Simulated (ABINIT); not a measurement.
**A GW chain in ABINIT: SiC (P6_3mc)**

Wanted: ground state, empty states, screening and self-energy for SiC (P6_3mc).

Program: ABINIT 10.8.3. Level of theory: PBE and many-body steps on it, plane waves. Results are calculated unless marked as measured.

**The experiments to reproduce.**

- Gap 3.33 eV: band gap at cryogenic temperature; bulk crystal (literature value) (quoted in “Silicon carbide diodes for neutron detection”, 2020, arxiv:2009.14696).

Most raw output is cut from this account.

**1. Set-up**

It takes space group P6_3mc (No. 186, hexagonal). The conventional cell has a = 3.074 Å, b = 3.074 Å, c = 5.045 Å, α = 90.00°, β = 90.00°, γ = 120.00°. Si has 4 C at 1.88 to 1.90 Å nearest. Nearest to C lie 4 Si at 1.88 to 1.90 Å. Farther neighbours are not listed.

The cell and positions are those that the Materials Project relaxed with its own functionals (PBE, PBE+U or r2SCAN), kept fixed.

**2. Ground state**

This step: ABINIT 10.8.3; DFT, PBE, plane waves, norm-conserving pseudopotentials.

The ground-state density comes first.

File run.abi:

```
acell 3*1.0 Angstrom
rprim 
  3.073513928196 0.000000000001 0.000000000000
  -1.536756964099 2.661741140703 0.000000000000
  0.000000000000 0.000000000000 5.045247710000
ntypat 2
znucl 14 6
natom 4
typat 1 1 2 2
xred 
  0.333333333333 0.666666666667 0.499602400000
  0.666666666667 0.333333333333 0.999602400000
  0.333333333333 0.666666666667 0.875397600000
  0.666666666667 0.333333333333 0.375397600000
pp_dirpath "pseudos"
pseudos "Si.upf, C.upf"
ecut 37
ngkpt 6 6 4
nshiftk 1
shiftk 0 0 0
kptopt 1
chksymbreak 0
nband 14
occopt 1
tolvrs 1e-10
nstep 60
prtwf 0
optforces 0
optstress 0
indata_prefix "in"
outdata_prefix "out"
tmpdata_prefix "tmp"
```

The run is started by

```bash
OMP_NUM_THREADS=1 mpirun -n 8 abinit run.abi > log
```

It took 4.2 s on 8 MPI ranks of Arm Neoverse V2, shared host; peak memory 0.54 GiB.

Numbers from this step:

- total energy: -558.8875 eV
- gap: 2.275 eV
- k of the valence top: 0, 0, 0
- k of the conduction bottom: 0.3333, 0.3333, 0
- least direct gap: 3.985 eV

The gap is indirect, with the least direct gap 1.71 eV higher.

**3. Bands along the symmetry lines**

Levels along a band path, at the cheap level, show where the edges lie and whether the meshes to come will hold them.

File run.abi:

```
acell 3*1.0 Angstrom
rprim 
  3.073513928196 0.000000000001 0.000000000000
  -1.536756964099 2.661741140703 0.000000000000
  0.000000000000 0.000000000000 5.045247710000
ntypat 2
znucl 14 6
natom 4
typat 1 1 2 2
xred 
  0.333333333333 0.666666666667 0.499602400000
  0.666666666667 0.333333333333 0.999602400000
  0.333333333333 0.666666666667 0.875397600000
  0.666666666667 0.333333333333 0.375397600000
pp_dirpath "pseudos"
pseudos "Si.upf, C.upf"
ecut 37
iscf -2
irdden 1
kptopt 0
nkpt 75
kpt 
  0.00000000 0.00000000 0.00000000
  0.06250000 0.00000000 0.00000000
  0.12500000 0.00000000 0.00000000
  0.18750000 0.00000000 0.00000000
  0.25000000 0.00000000 0.00000000
  0.31250000 0.00000000 0.00000000
  0.37500000 0.00000000 0.00000000
  0.43750000 0.00000000 0.00000000
  0.50000000 0.00000000 0.00000000
  0.47916667 0.04166667 0.00000000
  0.45833333 0.08333333 0.00000000
  0.43750000 0.12500000 0.00000000
  0.41666666 0.16666666 0.00000000
  0.39583333 0.20833333 0.00000000
  0.37500000 0.25000000 0.00000000
  0.35416666 0.29166666 0.00000000
  0.33333333 0.33333333 0.00000000
  0.29166666 0.29166666 0.00000000
  0.25000000 0.25000000 0.00000000
  0.20833333 0.20833333 0.00000000
  0.16666666 0.16666666 0.00000000
  0.12500000 0.12500000 0.00000000
  0.08333333 0.08333333 0.00000000
  0.04166667 0.04166667 0.00000000
  0.00000000 0.00000000 0.00000000
  0.00000000 0.00000000 0.06250000
  0.00000000 0.00000000 0.12500000
  0.00000000 0.00000000 0.18750000
  0.00000000 0.00000000 0.25000000
  0.00000000 0.00000000 0.31250000
  0.00000000 0.00000000 0.37500000
  0.00000000 0.00000000 0.43750000
  0.00000000 0.00000000 0.50000000
  0.06250000 0.00000000 0.50000000
  0.12500000 0.00000000 0.50000000
  0.18750000 0.00000000 0.50000000
  0.25000000 0.00000000 0.50000000
  0.31250000 0.00000000 0.50000000
  0.37500000 0.00000000 0.50000000
  0.43750000 0.00000000 0.50000000
  0.50000000 0.00000000 0.50000000
  0.47916667 0.04166667 0.50000000
  0.45833333 0.08333333 0.50000000
  0.43750000 0.12500000 0.50000000
  0.41666666 0.16666666 0.50000000
  0.39583333 0.20833333 0.50000000
  0.37500000 0.25000000 0.50000000
  0.35416666 0.29166666 0.50000000
  0.33333333 0.33333333 0.50000000
  0.29166666 0.29166666 0.50000000
  0.25000000 0.25000000 0.50000000
  0.20833333 0.20833333 0.50000000
  0.16666666 0.16666666 0.50000000
  0.12500000 0.12500000 0.50000000
  0.08333333 0.08333333 0.50000000
  0.04166667 0.04166667 0.50000000
  0.00000000 0.00000000 0.50000000
  0.50000000 0.00000000 0.50000000
  0.50000000 0.00000000 0.43750000
  0.50000000 0.00000000 0.37500000
  0.50000000 0.00000000 0.31250000
  0.50000000 0.00000000 0.25000000
  0.50000000 0.00000000 0.18750000
  0.50000000 0.00000000 0.12500000
  0.50000000 0.00000000 0.06250000
  0.50000000 -0.00000000 0.00000000
  0.33333333 0.33333333 0.50000000
  0.33333333 0.33333333 0.43750000
  0.33333333 0.33333333 0.37500000
  0.33333333 0.33333333 0.31250000
  0.33333333 0.33333333 0.25000000
  0.33333333 0.33333333 0.18750000
  0.33333333 0.33333333 0.12500000
  0.33333333 0.33333333 0.06250000
  0.33333333 0.33333333 0.00000000
istwfk *1
nband 15
nbdbuf 2
tolwfr 1e-08
nstep 40
prtwf 0
prtvol 0
indata_prefix "in"
outdata_prefix "out"
tmpdata_prefix "tmp"
```

Wall time 6.5 s (8 MPI ranks); peak memory 0.51 GiB; 51 s of CPU time.

Numbers from this step:

- gap: 2.275 eV
- k of the valence top: 0, 0, 0
- k of the conduction bottom: 0.3333, 0.3333, 0
- least direct gap: 3.985 eV

The gap is 2.275 eV, as in the run before at this level.

Electronic bands along the path, in eV, zero at the top of the highest filled band; v1 is the highest filled band, c1 the lowest empty one:

```tsv
point	v4	v3	v2	v1	c1	c2	c3	c4
Γ	-1.32	-0.11	0.00	0.00	4.82	6.22	6.68	6.68
halfway	-2.97	-2.53	-1.02	-0.61	4.06	5.85	7.26	7.67
M	-5.45	-3.33	-3.30	-1.20	2.79	4.23	6.90	7.14
halfway	-5.40	-4.67	-3.37	-2.55	3.20	5.17	7.69	8.51
K	-6.27	-4.05	-4.05	-3.84	2.28	8.18	8.87	8.87
halfway	-4.15	-2.82	-1.45	-1.25	5.07	5.82	7.01	7.22
Γ	-1.32	-0.11	0.00	0.00	4.82	6.22	6.68	6.68
halfway	-1.15	-1.15	-0.22	-0.22	5.10	6.80	6.80	7.04
A	-0.71	-0.71	-0.71	-0.71	5.91	5.91	7.37	7.37
halfway	-2.96	-2.96	-1.72	-1.72	4.50	4.50	7.37	7.37
L	-2.45	-2.45	-2.34	-2.34	3.29	3.29	5.27	5.27
halfway	-4.26	-4.26	-1.92	-1.92	4.29	4.29	6.37	6.37
H	-5.66	-5.66	-1.74	-1.74	5.08	5.08	6.02	6.02
halfway	-3.02	-3.02	-2.50	-2.50	5.18	5.18	7.55	7.55
A	-0.71	-0.71	-0.71	-0.71	5.91	5.91	7.37	7.37
jump to L	-2.45	-2.45	-2.34	-2.34	3.29	3.29	5.27	5.27
halfway	-4.15	-3.10	-2.34	-1.63	3.11	3.27	6.64	7.05
M	-5.45	-3.33	-3.30	-1.20	2.79	4.23	6.90	7.14
jump to H	-5.66	-5.66	-1.74	-1.74	5.08	5.08	6.02	6.02
halfway	-6.47	-4.52	-2.82	-2.82	3.50	6.58	6.58	7.84
K	-6.27	-4.05	-4.05	-3.84	2.28	8.18	8.87	8.87
```

**4. Empty states on the mesh, 6×6×4 mesh, 83 bands**

The sums over transitions need many empty states on a uniform mesh; this step solves for them.

File run.abi:

```
acell 3*1.0 Angstrom
rprim 
  3.073513928196 0.000000000001 0.000000000000
  -1.536756964099 2.661741140703 0.000000000000
  0.000000000000 0.000000000000 5.045247710000
ntypat 2
znucl 14 6
natom 4
typat 1 1 2 2
xred 
  0.333333333333 0.666666666667 0.499602400000
  0.666666666667 0.333333333333 0.999602400000
  0.333333333333 0.666666666667 0.875397600000
  0.666666666667 0.333333333333 0.375397600000
pp_dirpath "pseudos"
pseudos "Si.upf, C.upf"
ecut 37
ngkpt 6 6 4
nshiftk 1
shiftk 0 0 0
kptopt 1
chksymbreak 0
irdden 1
istwfk *1
nband 83
prtvol 0
optdriver 6
gwr_task "HDIAGO"
paral_kgb 0
occopt 1
indata_prefix "in"
outdata_prefix "out"
tmpdata_prefix "tmp"
```

Wall time 50 s (8 MPI ranks); peak memory 4.3 GiB; 6.6 min of CPU time.

Numbers from this step:

| Property | Result |
| --- | --- |
| gap | 2.275 eV |
| k of the valence top | 0, 0, 0 |
| k of the conduction bottom | 0.3333, 0.3333, 0 |
| least direct gap | 3.985 eV |
| k points computed | 21 |
| lowest point of the top converged band, above the valence top | 65.7156 eV |

On this mesh the gap is 2.275 eV.

**5. Screening, 6×6×4 mesh, 75 bands, screening to 136.1 eV**

The RPA dielectric matrix is built and inverted for each q.

This step: RPA screening on PBE, plane waves, norm-conserving pseudopotentials.

Changes to run.abi since step 4:

```diff
@@ -22,10 +22,11 @@
 chksymbreak 0
-irdden 1
 istwfk *1
-nband 83
-prtvol 0
-optdriver 6
-gwr_task "HDIAGO"
-paral_kgb 0
 occopt 1
+irdwfk 1
+optdriver 3
+nband 75
+ecuteps 5
+inclvkb 2
+awtr 1
+symchi 1
 indata_prefix "in"
```

Elapsed: 24 s, on 8 MPI ranks; peak memory 1.4 GiB.

This step gave:

```
ε∞ with local fields, on this mesh, along the program's q direction : 6.861
the same without local fields                                       : 7.506
plasma frequency                                                    : 23.12 eV
plane waves in the screening matrix                                 : 135
```

Local fields lower ε∞ by 9 %.

**6. Self-energy, 6×6×4 mesh, 75 bands, screening to 136.1 eV**

The self-energy is evaluated for the states that the input lists, and the levels follow from it, in one-shot runs by the linearised quasiparticle equation.

This step: G0W0 on PBE, plane waves, norm-conserving pseudopotentials.

Changes to run.abi since step 5:

```diff
@@ -25,8 +25,19 @@
 irdwfk 1
-optdriver 3
+optdriver 4
 nband 75
+gwcalctyp 0
+ecutsigx 37
+symsigma 1
+nkptgw 3
+kptgw 
+  0.0000000000 0.0000000000 0.0000000000
+  0.3333333333 0.3333333333 0.0000000000
+  0.5000000000 0.0000000000 0.0000000000
+bdgw 
+  7 10
+  6 10
+  7 10
 ecuteps 5
-inclvkb 2
-awtr 1
-symchi 1
+irdscr 1
+ppmodel 1
 indata_prefix "in"
```

Run time: 5.3 s. Hardware: 8 MPI ranks; peak memory 1.2 GiB.

This step gave:

```
G0W0 gap on the points computed              : 2.821 eV
starting gap on the mesh                     : 2.275 eV
k of the valence top                         : 0, 0, 0
k of the conduction bottom                   : 0.3333, 0.3333, 0
Z at the valence top                         : 0.795
Z at the conduction bottom                   : 0.826
least direct G0W0 gap on the computed points : 4.791 eV
```

The gap on the mesh goes from 2.28 eV to 2.82 eV, a correction of +0.55 eV.

Limits: finite bands, cutoff and mesh. v1 is the top filled band, c1 the lowest empty one. Levels before and after the correction, in eV, zero at the valence-band top of each column:

```tsv
	conduction bottom	valence top
Kohn-Sham	2.28	0.00
G0W0	2.82	0.00
```

```tsv
	level	energy (eV)
Kohn-Sham	Γ v2-v1	0.000
Kohn-Sham	Γ c1	4.820
Kohn-Sham	Γ c2	6.220
Kohn-Sham	(0.333 0.333 0) v3-v2	-4.053
Kohn-Sham	(0.333 0.333 0) v1	-3.842
Kohn-Sham	(0.333 0.333 0) c1	2.275
Kohn-Sham	(0.333 0.333 0) c2	8.182
G0W0	Γ v2-v1	0.000
G0W0	Γ c1	5.634
G0W0	Γ c2	7.038
G0W0	(0.333 0.333 0) v3-v2	-4.498
G0W0	(0.333 0.333 0) v1	-4.289
G0W0	(0.333 0.333 0) c1	2.821
G0W0	(0.333 0.333 0) c2	9.237
```

**7. Where the time went**

Times are wall times on 8 MPI ranks of Arm Neoverse V2, shared host, good to a factor of about two.

```tsv
step	time	share	memory (GiB)
ground state	4.2 s	5 %	0.54
bands along the symmetry lines	6.5 s	7 %	0.51
empty states on the mesh	50 s	55 %	4.3
screening	24 s	27 %	1.4
self-energy	5.3 s	6 %	1.2
```

**8. What came out**

```json
{
  "PBE gap": "2.28 eV, indirect",
  "G0W0 gap on the mesh": "2.82 eV",
  "GW settings": "6×6×4 mesh, 75 bands, screening to 136.1 eV, Godby-Needs plasmon pole",
  "known limits": "not at the basis limit"
}
```

G0W0 moves the gap on the mesh from 2.28 eV to 2.82 eV (+0.55 eV), with Z of 0.80 and 0.83 at the edges. Local fields lower the RPA ε∞ on this mesh from 7.51 to 6.86. Only 3 of the mesh's irreducible points were corrected, so a valley elsewhere could overtake. The dearest step here is «empty states on the mesh». Against experiment, by G0W0@PBE: the gap of 2.82 eV lies −0.51 eV from the measured 3.33 eV (kind not stated, quoted 2020). The calculation has static nuclei and no excitons; a measured gap holds zero-point and thermal motion, which mostly lowers it. Bands and cutoff are finite, so the gap is not at the basis limit. The miss can reach some tenths of an eV and take either sign; the mesh is an error of its own. In the G0W0 run levels were corrected at 3 k points alone, so a gap called «on the mesh» is the least over those, and an edge elsewhere would be missed.

[Paths, hosts, dates, memory and timing lines, banners, echoed tables and standing remarks are left out of the program output.]

[Logs are printed without paths, hosts, clocks, repeated set-up lines and the standing remarks that a program may print on its own settings, such as how far it seeks lower states.]

[Runs of the session that timed out or met a known fault of the program may be left out.]

[Hosts, paths, dates, database ids (printed as entryN), source tags and the programs' standing remarks are cut or masked in the printed files.]

[G0W0 gaps are taken among the corrected bands and points alone; a level outside them can change the order at an edge.]

[Where Ansatz stands beside ABINIT at settings called matched, ABINIT's density can come from a denser mesh and the files from another edition; pairs whose starting gaps differed by over 0.03 eV were left out, so agreement reads better than it is.]
